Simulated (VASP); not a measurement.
# W (Fm-3m) in VASP: notebook

One crystal, W, is run at these levels: PBE; tasks: single point.

Program: VASP 6.6.1. These are calculated values, not measurements. Logs are shortened: lines on timing, memory, paths and dates and some standing lists are left out, and cuts for length are marked.

### Step 1. The structure

It takes space group Fm-3m (No. 225, cubic). Conventional cell: a = 4.060 Å, b = 4.060 Å, c = 4.060 Å, α = 90.00°, β = 90.00°, γ = 90.00°. Around W (site symmetry m-3m) lie 12 W at 2.87 Å.

This isn't the form of W at room conditions, which is bcc.

### Step 2. Single point, PBE

INCAR

```
SYSTEM = W
  ADDGRID = .FALSE.
  ALGO = Normal
  EDIFF = 1E-7
  ENCUT = 400
  GGA = PE
  ISIF = 2
  ISMEAR = 0
  LASPH = .TRUE.
  LCHARG = .FALSE.
  LREAL = .FALSE.
  LWAVE = .FALSE.
  NBANDS = 13
  NELM = 100
  PREC = Accurate
  SIGMA = 0.05
```

KPOINTS

```
k-points
0
G
  15 15 15
  0 0 0
```

POSCAR

```
W
1.0
    0.0000000000      2.0300000000      2.0300000000
    2.0300000000      0.0000000000      2.0300000000
    2.0300000000      2.0300000000      0.0000000000
W
1
Direct
    0.0000000000      0.0000000000      0.0000000000
```

Potentials or basis: VASP PAW PBE potentials, release 64 (W_sv).

On the command line:

```console
cat potpaw_PBE.64/W_sv/POTCAR > POTCAR
mpirun -np 1 vasp_std > vasp.out
```

OUTCAR:

```text
SYSTEM = W
   EDIFF = 1E-7
   ENCUT = 400
   GGA = PE
   ISIF = 2
   ISMEAR = 0
   LASPH = .TRUE.
   LREAL = .FALSE.
   NELM = 100
   PREC = Accurate

 Found    120 irreducible k-points:

 Following reciprocal coordinates:
            Coordinates               Weight
  0.000000  0.000000  0.000000      1.000000
  0.066667  0.000000  0.000000      8.000000
  0.133333  0.000000  0.000000      8.000000
  0.200000  0.000000  0.000000      8.000000
  0.266667  0.000000  0.000000      8.000000
  0.333333  0.000000  0.000000      8.000000
   k-points           NKPTS =    120   k-points in BZ     NKDIM =    120   number of bands    NBANDS=     13
   number of dos      NEDOS =    301   number of ions     NIONS =      1
   total plane-waves  NPLWV =   8000
   dimension x,y,z NGX =    20 NGY =   20 NGZ =   20
   dimension x,y,z NGXF=    40 NGYF=   40 NGZF=   40
   ions per type =               1
   NGX,Y,Z   is equivalent  to a cutoff of  11.58, 11.58, 11.58 a.u.
   NGXF,Y,Z  is equivalent  to a cutoff of  23.16, 23.16, 23.16 a.u.
 SYSTEM =  W
   PREC   = accura    normal or accurate (medium, high low for compatibility)
   ISTART =      0    job   : 0-new  1-cont  2-samecut
   ICHARG =      2    charge: 1-file 2-atom 10-const
   ISPIN  =      1    spin polarized calculation?
   LNONCOLLINEAR =      F non collinear calculations
   LSORBIT =      F    spin-orbit coupling
   LASPH  =      T    aspherical Exc in radial PAW
   ENCUT  =  400.0 eV  29.40 Ry    5.42 a.u.   4.68  4.68  4.68*2*pi/ulx,y,z
   NELM   =    100;   NELMIN=  2; NELMDL= -5     # of ELM steps
   EDIFF  = 0.1E-06   stopping-criterion for ELM
   LREAL  =      F    real-space projection
   EDIFFG = 0.1E-05   stopping-criterion for IOM
   NSW    =      0    number of steps for IOM
   IBRION =     -1    ionic relax: 0-MD 1-quasi-New 2-CG
   NFREE  =      0    steps in history (QN), initial steepest desc. (CG)
   ISIF   =      2    stress and relaxation
   ISYM   =      2    0-nonsym 1-usesym 2-fastsym
   POTIM  = 0.5000    time-step for ionic-motion
   TEBEG  =    0.0;   TEEND  =   0.0 temperature during run
   PSTRESS=    0.0 pullay stress
   NELECT =      14.0000    total number of electrons
   NUPDOWN=      -1.0000    fix difference up-down
   EMIN   =  10.00;   EMAX   =-10.00  energy-range for DOS
   EFERMI =   0.00;   METHOD = LEGACY
   ISMEAR =     0;   SIGMA  =   0.05  broadening in eV -4-tet -1-fermi 0-gaus
   EFERMI_NEDOS =   21; number of points for ismear=-14 and -15
   IALGO  =     38    algorithm
   IMIX   =      4    mixing-type and parameters
     AMIX     =   0.40;   BMIX     =  1.00
     AMIX_MAG =   1.60;   BMIX_MAG =  1.00
  volume/ion in A,a.u.               =      16.73       112.91
  Fermi-wavevector in a.u.,A,eV,Ry     =   1.542688  2.915258 32.380324  2.379887
  Thomas-Fermi vector in A             =   2.648457
   LORBIT       =      0    0 simple, 1 ext, 2 COOP (PROOUT), +10 PAW based schemes
   GGA     = PE    functional components
   LHFCALC =     F    Hartree Fock is set to
   AEXX    =    0.0000 exact exchange contribution
   IVDW    =     0    specifies the selected vdW correction
   LEPSILON=     F    determine dielectric tensor
   LRPA    =     F    only Hartree local field effects (RPA)
 non-spin polarized calculation
 Gauss-broadening in eV      SIGMA  =   0.05
  energy-cutoff  :      400.00
  volume of cell :       16.73
 maximum number of plane-waves:       318
   NGX =  9   NGY =  9   NGZ =  9

 number of electron      14.0000005 magnetization

 Free energy of the ion-electron system (eV)
  ---------------------------------------------------
  ext. energy  EPLUGINS =         0.00000000
  ---------------------------------------------------
  free energy    TOTEN  =       -12.47119159 eV

  energy without entropy =      -12.46993778  energy(sigma->0) =      -12.47056469

 E-fermi :  10.2183     XC(G=0): -13.3279

 val. band max:       10.2006407847   @ k =   0.2000   0.0667   0.0000
 cond. band min:      10.2257983075   @ k =   0.2000   0.1333   0.0667
 fundamental gap:      0.0251575227
 Fermi energy:        10.2182641421

 k-point     1 :       0.0000    0.0000    0.0000
  band No.  band energies     occupation
      1     -63.4800      2.00000
      2     -27.1342      2.00000
      3     -27.1342      2.00000
      4     -27.1342      2.00000
      5       1.3341      2.00000
      6       9.6931      2.00000
      7       9.6931      2.00000
      8       9.6931      2.00000
      9      12.7352      0.00000
     10      12.7352      0.00000
     11      22.9839      0.00000
     12      28.1129      0.00000
     13      28.1129      0.00000

 k-point     2 :       0.0667    0.0000    0.0000
  band No.  band energies     occupation
      1     -63.4758      2.00000
      2     -27.1836      2.00000
      3     -27.1406      2.00000
      4     -27.1406      2.00000
      5       1.5248      2.00000
      6       9.5461      2.00000
      7       9.7818      2.00000
      8       9.7818      2.00000
      9      12.6549      0.00000
     10      12.6549      0.00000
     11      23.3662      0.00000
     12      27.2829      0.00000
     13      28.4699      0.00000

 k-point     3 :       0.1333    0.0000    0.0000
  band No.  band energies     occupation
      1     -63.4640      2.00000
      2     -27.3218      2.00000
      3     -27.1585      2.00000
      4     -27.1585      2.00000
      5       2.0679      2.00000
      6       9.1900      2.00000
      7       9.9957      2.00000
      8       9.9957      2.00000
      9      12.5030      0.00000
     10      12.5030      0.00000
     11      24.3082      0.00000
     12      25.9260      0.00000
     13      29.4912      0.00000

 k-point     4 :       0.2000    0.0000    0.0000
  band No.  band energies     occupation
      1     -63.4466      2.00000
      2     -27.5211      2.00000
      3     -27.1847      2.00000
      4     -27.1847      2.00000
      5       2.8662      2.00000
      6       8.8268      2.00000
      7      10.1563      1.92052
      8      10.1563      1.92052
      9      12.5313      0.00000
     10      12.5313      0.00000
     11      24.0613      0.00000
     12      26.1549      0.00000
     13      31.0545      0.00000

 k-point     5 :       0.2667    0.0000    0.0000
  band No.  band energies     occupation
      1     -63.4265      2.00000
      2     -27.7440      2.00000
      3     -27.2147      2.00000
      4     -27.2147      2.00000
      5       3.7242      2.00000
      6       8.7117      2.00000
      7      10.0811      1.99990
      8      10.0811      1.99990
      9      12.9740      0.00000
     10      12.9740      0.00000
     11      22.9109      0.00000
     12      26.8065      0.00000
     13      32.7397      0.00000

 k-point     6 :       0.3333    0.0000    0.0000
  band No.  band energies     occupation
      1     -63.4072      2.00000
      2     -27.9517      2.00000
      3     -27.2431      2.00000
      4     -27.2431      2.00000
      5       4.3613      2.00000
      6       9.0930      2.00000
      7       9.8501      2.00000
      8       9.8501      2.00000
      9      13.7348      0.00000
     10      13.7348      0.00000
     11      21.9032      0.00000
     12      25.5412      0.00000
     13      31.8251      0.00000

 [... further k-points ...]

------------------------ aborting loop because EDIFF is reached ----------------------------------------

  FORCE on cell =-STRESS in cart. coord.  units (eV):
  Direction    XX          YY          ZZ          XY          YZ          ZX
  --------------------------------------------------------------------------------------
  -------------------------------------------------------------------------------------
  Total       -0.4846248     -0.4846248     -0.4846248      0.0000000      0.0000000     -0.0000000
  in kB      -46.4085637    -46.4085637    -46.4085637      0.0000000      0.0000000     -0.0000000
  external PRESSURE =     -46.4085637 kB  Pullay stress =       0.0000000 kB

 VOLUME and BASIS-vectors are now :
 -----------------------------------------------------------------------------
  energy-cutoff  :      400.00
  volume of cell :       16.73
      direct lattice vectors                 reciprocal lattice vectors
     0.000000000  2.030000000  2.030000000    -0.246305419  0.246305419  0.246305419
     2.030000000  0.000000000  2.030000000     0.246305419 -0.246305419  0.246305419
     2.030000000  2.030000000  0.000000000     0.246305419  0.246305419 -0.246305419

 POSITION                                       TOTAL-FORCE (eV/Angst)
 -----------------------------------------------------------------------------------
      0.00000      0.00000      0.00000         0.000000      0.000000      0.000000
 -----------------------------------------------------------------------------------
    total drift:                                0.000000     -0.000000      0.000000

  FREE ENERGIE OF THE ION-ELECTRON SYSTEM (eV)
  ---------------------------------------------------
  free  energy   TOTEN  =       -12.4711915914 eV

  energy  without entropy=      -12.4699377828  energy(sigma->0) =      -12.47056469
```

It took 13 s on 1 thread of Intel Xeon Platinum 8488C (Sapphire Rapids), shared host; peak memory 0.13 GiB.

The run converged, but some of its settings lie outside the range that counts as converged, so its numbers aren't taken as properties of the crystal.

What came out:

* Free energy: -12.4712 eV
* Pressure: -4.6 GPa
* Band gap on the k mesh: none (metal or under the smearing width)

### Step 3. Single point, PBE

INCAR, as its differences from that of step 2:

```diff
@@ -15,2 +15,2 @@
   PREC = Accurate
-  SIGMA = 0.05
+  SIGMA = 0.02
```

KPOINTS is that of step 2.

POSCAR is that of step 2.

Potentials or basis: VASP PAW PBE potentials, release 64 (W_sv).

On the command line:

```console
cat potpaw_PBE.64/W_sv/POTCAR > POTCAR
mpirun -np 1 vasp_std > vasp.out
```

OUTCAR:

```text
SYSTEM = W
   EDIFF = 1E-7
   ENCUT = 400
   GGA = PE
   ISIF = 2
   ISMEAR = 0
   LASPH = .TRUE.
   LREAL = .FALSE.
   NELM = 100
   PREC = Accurate

 Found    120 irreducible k-points:

 Following reciprocal coordinates:
            Coordinates               Weight
  0.000000  0.000000  0.000000      1.000000
  0.066667  0.000000  0.000000      8.000000
  0.133333  0.000000  0.000000      8.000000
  0.200000  0.000000  0.000000      8.000000
  0.266667  0.000000  0.000000      8.000000
  0.333333  0.000000  0.000000      8.000000
   k-points           NKPTS =    120   k-points in BZ     NKDIM =    120   number of bands    NBANDS=     13
   number of dos      NEDOS =    301   number of ions     NIONS =      1
   total plane-waves  NPLWV =   8000
   dimension x,y,z NGX =    20 NGY =   20 NGZ =   20
   dimension x,y,z NGXF=    40 NGYF=   40 NGZF=   40
   ions per type =               1
   NGX,Y,Z   is equivalent  to a cutoff of  11.58, 11.58, 11.58 a.u.
   NGXF,Y,Z  is equivalent  to a cutoff of  23.16, 23.16, 23.16 a.u.
 SYSTEM =  W
   PREC   = accura    normal or accurate (medium, high low for compatibility)
   ISTART =      0    job   : 0-new  1-cont  2-samecut
   ICHARG =      2    charge: 1-file 2-atom 10-const
   ISPIN  =      1    spin polarized calculation?
   LNONCOLLINEAR =      F non collinear calculations
   LSORBIT =      F    spin-orbit coupling
   LASPH  =      T    aspherical Exc in radial PAW
   ENCUT  =  400.0 eV  29.40 Ry    5.42 a.u.   4.68  4.68  4.68*2*pi/ulx,y,z
   NELM   =    100;   NELMIN=  2; NELMDL= -5     # of ELM steps
   EDIFF  = 0.1E-06   stopping-criterion for ELM
   LREAL  =      F    real-space projection
   EDIFFG = 0.1E-05   stopping-criterion for IOM
   NSW    =      0    number of steps for IOM
   IBRION =     -1    ionic relax: 0-MD 1-quasi-New 2-CG
   NFREE  =      0    steps in history (QN), initial steepest desc. (CG)
   ISIF   =      2    stress and relaxation
   ISYM   =      2    0-nonsym 1-usesym 2-fastsym
   POTIM  = 0.5000    time-step for ionic-motion
   TEBEG  =    0.0;   TEEND  =   0.0 temperature during run
   PSTRESS=    0.0 pullay stress
   NELECT =      14.0000    total number of electrons
   NUPDOWN=      -1.0000    fix difference up-down
   EMIN   =  10.00;   EMAX   =-10.00  energy-range for DOS
   EFERMI =   0.00;   METHOD = LEGACY
   ISMEAR =     0;   SIGMA  =   0.02  broadening in eV -4-tet -1-fermi 0-gaus
   EFERMI_NEDOS =   21; number of points for ismear=-14 and -15
   IALGO  =     38    algorithm
   IMIX   =      4    mixing-type and parameters
     AMIX     =   0.40;   BMIX     =  1.00
     AMIX_MAG =   1.60;   BMIX_MAG =  1.00
  volume/ion in A,a.u.               =      16.73       112.91
  Fermi-wavevector in a.u.,A,eV,Ry     =   1.542688  2.915258 32.380324  2.379887
  Thomas-Fermi vector in A             =   2.648457
   LORBIT       =      0    0 simple, 1 ext, 2 COOP (PROOUT), +10 PAW based schemes
   GGA     = PE    functional components
   LHFCALC =     F    Hartree Fock is set to
   AEXX    =    0.0000 exact exchange contribution
   IVDW    =     0    specifies the selected vdW correction
   LEPSILON=     F    determine dielectric tensor
   LRPA    =     F    only Hartree local field effects (RPA)
 non-spin polarized calculation
 Gauss-broadening in eV      SIGMA  =   0.02
  energy-cutoff  :      400.00
  volume of cell :       16.73
 maximum number of plane-waves:       318
   NGX =  9   NGY =  9   NGZ =  9

 number of electron      14.0000005 magnetization

 Free energy of the ion-electron system (eV)
  ---------------------------------------------------
  ext. energy  EPLUGINS =         0.00000000
  ---------------------------------------------------
  free energy    TOTEN  =       -12.47067171 eV

  energy without entropy =      -12.47044275  energy(sigma->0) =      -12.47055723

 E-fermi :  10.2098     XC(G=0): -13.3278

 val. band max:       10.2006325185   @ k =   0.2000   0.0667   0.0000
 cond. band min:      10.2257875120   @ k =   0.2000   0.1333   0.0667
 fundamental gap:      0.0251549935
 Fermi energy:        10.2098259876

 k-point     1 :       0.0000    0.0000    0.0000
  band No.  band energies     occupation
      1     -63.4798      2.00000
      2     -27.1340      2.00000
      3     -27.1340      2.00000
      4     -27.1340      2.00000
      5       1.3341      2.00000
      6       9.6931      2.00000
      7       9.6931      2.00000
      8       9.6931      2.00000
      9      12.7353      0.00000
     10      12.7353      0.00000
     11      22.9834      0.00000
     12      28.1130      0.00000
     13      28.1130      0.00000
[... 66 lines left out ...]
  band No.  band energies     occupation
      1     -63.4070      2.00000
      2     -27.9515      2.00000
      3     -27.2429      2.00000
      4     -27.2429      2.00000
      5       4.3612      2.00000
      6       9.0930      2.00000
      7       9.8501      2.00000
      8       9.8501      2.00000
      9      13.7348      0.00000
     10      13.7348      0.00000
     11      21.9034      0.00000
     12      25.5410      0.00000
     13      31.8251      0.00000

 [... further k-points ...]

------------------------ aborting loop because EDIFF is reached ----------------------------------------

  FORCE on cell =-STRESS in cart. coord.  units (eV):
  Direction    XX          YY          ZZ          XY          YZ          ZX
  --------------------------------------------------------------------------------------
  -------------------------------------------------------------------------------------
  Total       -0.4878200     -0.4878200     -0.4878200      0.0000000      0.0000000      0.0000000
  in kB      -46.7145438    -46.7145438    -46.7145438      0.0000000      0.0000000      0.0000000
  external PRESSURE =     -46.7145438 kB  Pullay stress =       0.0000000 kB

 VOLUME and BASIS-vectors are now :
 -----------------------------------------------------------------------------
  energy-cutoff  :      400.00
  volume of cell :       16.73
      direct lattice vectors                 reciprocal lattice vectors
     0.000000000  2.030000000  2.030000000    -0.246305419  0.246305419  0.246305419
     2.030000000  0.000000000  2.030000000     0.246305419 -0.246305419  0.246305419
     2.030000000  2.030000000  0.000000000     0.246305419  0.246305419 -0.246305419

 POSITION                                       TOTAL-FORCE (eV/Angst)
 -----------------------------------------------------------------------------------
      0.00000      0.00000      0.00000         0.000000     -0.000000      0.000000
 -----------------------------------------------------------------------------------
    total drift:                                0.000000     -0.000000      0.000000

  FREE ENERGIE OF THE ION-ELECTRON SYSTEM (eV)
  ---------------------------------------------------
  free  energy   TOTEN  =       -12.4706717131 eV

  energy  without entropy=      -12.4704427485  energy(sigma->0) =      -12.47055723
```

stdout:

```text
POSCAR found type information on POSCAR W
 POSCAR found :  1 types and       1 ions
 scaLAPACK will be used
 LDA part: xc-table for (Slater+PW92), standard interpolation
 POSCAR, INCAR and KPOINTS ok, starting setup
 FFT: planning ... GRIDC
 FFT: planning ... GRID_SOFT
 FFT: planning ... GRID
 WAVECAR not read
 entering main loop
```

Run time: 10 s. Hardware: 1 thread of Intel Xeon Platinum 8488C (Sapphire Rapids), shared host; peak memory 0.13 GiB.

The run converged, but some of its settings lie outside the range that counts as converged, so its numbers aren't taken as properties of the crystal.

What came out:

- Free energy: -12.4707 eV
- Pressure: -4.7 GPa
- Band gap on the k mesh: none (metal or under the smearing width)

### Step 4. Single point, PBE

INCAR, as its differences from that of step 3:

```diff
@@ -7,3 +7,3 @@
   ISIF = 2
-  ISMEAR = 0
+  ISMEAR = -5
   LASPH = .TRUE.
@@ -15,2 +15,2 @@
   PREC = Accurate
-  SIGMA = 0.02
+  SIGMA = 0.15
```

KPOINTS is that of step 3.

POSCAR is that of step 3.

On the command line:

```console
cat potpaw_PBE.64/W_sv/POTCAR > POTCAR
mpirun -np 1 vasp_std > vasp.out
```

It took 11 s on 1 thread of Intel Xeon Platinum 8488C (Sapphire Rapids), shared host; peak memory 0.13 GiB.

These settings aren't checked as converged: the numbers below hold their error.

Results:

| Property | Result |
| --- | --- |
| Free energy | -12.4676 eV |
| Pressure | -4.3 GPa |
| Band gap on the k mesh | none (metal or under the smearing width) |

Caveat: tetrahedron occupations give inexact forces and stress in metals.

### Step 5. Single point, PBE

INCAR, as its differences from that of step 4:

```diff
@@ -7,3 +7,3 @@
   ISIF = 2
-  ISMEAR = -5
+  ISMEAR = 1
   LASPH = .TRUE.
```

KPOINTS is that of step 4.

POSCAR is that of step 4.

On the command line:

```console
cat potpaw_PBE.64/W_sv/POTCAR > POTCAR
mpirun -np 1 vasp_std > vasp.out
```

It took 11 s on 1 thread of Intel Xeon Platinum 8488C (Sapphire Rapids), shared host; peak memory 0.13 GiB.

These settings aren't checked as converged: the numbers below hold their error.

What came out:

- Free energy: -12.4701 eV
- Pressure: -4.6 GPa
- Band gap on the k mesh: none (metal or under the smearing width)

[end of part 1 of 2]
